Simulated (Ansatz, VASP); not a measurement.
## Two plane-wave programs on TiN (Osbornite)

```
CELL_PARAMETERS angstrom
0.00000 2.11900 2.11900
2.11900 0.00000 2.11900
2.11900 2.11900 0.00000
ATOMIC_POSITIONS crystal
Ti 0.00000 0.00000 0.00000
N 0.50000 0.50000 0.50000
```

Alike in both runs: task single point; functional PBEsol; k mesh 8 × 8 × 8; occupations gaussian, width 0.1 eV; no spin polarisation.

|  | VASP | Ansatz |
| --- | --- | --- |
| version | VASP 6.6.1 | Ansatz 0.2.0 |
| potentials or method | VASP PAW PBE potentials, release 64 (Ti_sv, N) | scalar-relativistic, plane waves, PAW |
| plane-wave cutoff (eV) | 520 | 420 |
| valence electrons in the cell | 17 | 17 |

```csv
,VASP,Ansatz,Ansatz less VASP
gap on the k mesh at the Fermi level (eV),none,none,-
pressure (GPa),-6.3,-6.7,-0.45
```

A gap of «none» marks a metal or a gap that the smearing closes.

Caveats: the PAW data sets were made with another functional, which shifts forces and pressure a little (VASP).
